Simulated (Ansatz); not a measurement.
Crystal: MnO.

```
Mn O
1.0
     3.37170    0.00000    0.00000
    -1.68585    2.91998    0.00000
     0.00000    0.00000    5.38550
Mn O
2 2
Cartesian
  1.6859 0.9733 2.7518
  0.0000 1.9467 0.0590
  1.6859 0.9733 4.7148
  0.0000 1.9467 2.0221
```

Measurements of this composition are mostly on another form, of space group No. 225.

Base run:

| Quantity | Value |
| --- | --- |
| Program | Ansatz 0.2.0 |
| Functional | PBE |
| Potentials or basis | Ansatz PAW |
| Cutoff | 420 eV (not typed: the program's choice for these potentials) |
| k mesh | 9 × 9 × 5 |
| Occupations | fermi-dirac, width 0.05 eV |
| Spin | collinear spin, random start |
| Starting moments | [-4.2, 3.61, 0.0, 0.0] μB |

Its results: band gap on the k mesh none (metal or under the smearing width); pressure -0.4 GPa; largest force 0.082 eV/Å.

After a change of settings the same cell gave: band gap on the k mesh none (metal or under the smearing width); pressure -29.1 GPa; largest force 0.305 eV/Å. Which change was it?
A. spin from collinear spin, random start to collinear spin, antiferromagnetic start; moments at the start from [-4.2, 3.61, 0.0, 0.0] to [4.0, -4.0, 0.0, 0.0]
B. spin from collinear spin, random start to collinear spin, ferrimagnetic start; moments at the start from [-4.2, 3.61, 0.0, 0.0] to [4.0, -2.0, 0.0, 0.0]
C. spin from collinear spin, random start to no spin polarisation

C.

Caveats: semilocal functionals often make such compounds metallic where correlation or magnetic order opens a gap, which also shifts bond lengths; a pressure of tens of GPa on the cell as given is suspect, and the run, the potentials or the cell itself is likely at fault (some runs).
